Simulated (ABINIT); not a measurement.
Runs of ABINIT 10.8.3 (patched build) on W. The structure is cubic, space group Im-3m (No. 229). Conventional cell: a = 3.165 Å, b = 3.165 Å, c = 3.165 Å, α = 90.00°, β = 90.00°, γ = 90.00°. W (site symmetry m-3m) is surrounded by 8 W at 2.74 Å. 

```csv
task,level,potentials or basis,cell,k mesh,cutoff (eV),smearing,cutoff smearing ecutsm (Ha),stop of the response cycle (tolvrs),q points,q points (reduced),bands in the sums,gap on the mesh (eV),pressure (GPa)
phonons at a zone-boundary q,PBE,PseudoDojo NC SR PBE v0.4.1 standard,cell relaxed at zero pressure by an earlier run,14 × 14 × 14,1007,gaussian 0.2 eV,0.5,1e-09,["N"],"[[0.0, 0.0, 0.5]]",-,none,0.5
optical spectrum,PBEsol,PseudoDojo NC SR PBEsol v0.4.1 standard,as given,"16 × 16 × 16, with 2 shifts",844,fermi-dirac 0.1 eV,-,-,-,-,13,-,-3.1
single point,PBE,PseudoDojo NC SR PBE v0.4.1 standard,cell relaxed,9 × 9 × 9,1007,fermi-dirac 0.05 eV,-,-,-,-,-,none,-0.1
relaxation of cell and atoms,PBE,PseudoDojo NC SR PBE v0.4.1 standard,relaxed,9 × 9 × 9,1007,fermi-dirac 0.05 eV,0.5,-,-,-,-,none,0.0
single point,PBEsol,PseudoDojo NC SR PBEsol v0.4.1 standard,as given,9 × 9 × 9,844,fermi-dirac 0.05 eV,-,-,-,-,-,none,(a)
```

Alike in all rows: no spin polarisation.

Q: Estimate the missing entries.

A: (a) -3.4.

Caveats: the cutoff is short for stress, so the pressure is rough (some runs); the intraband (Drude) term is left out (some runs); spectra need much finer meshes, so this one isn't converged (some runs); independent-particle spectra lack excitons (some runs).

A k mesh can miss the band edges, and the runs leave out spin-orbit coupling on W.

A gap of «none» marks a metal or a gap under the smearing width.
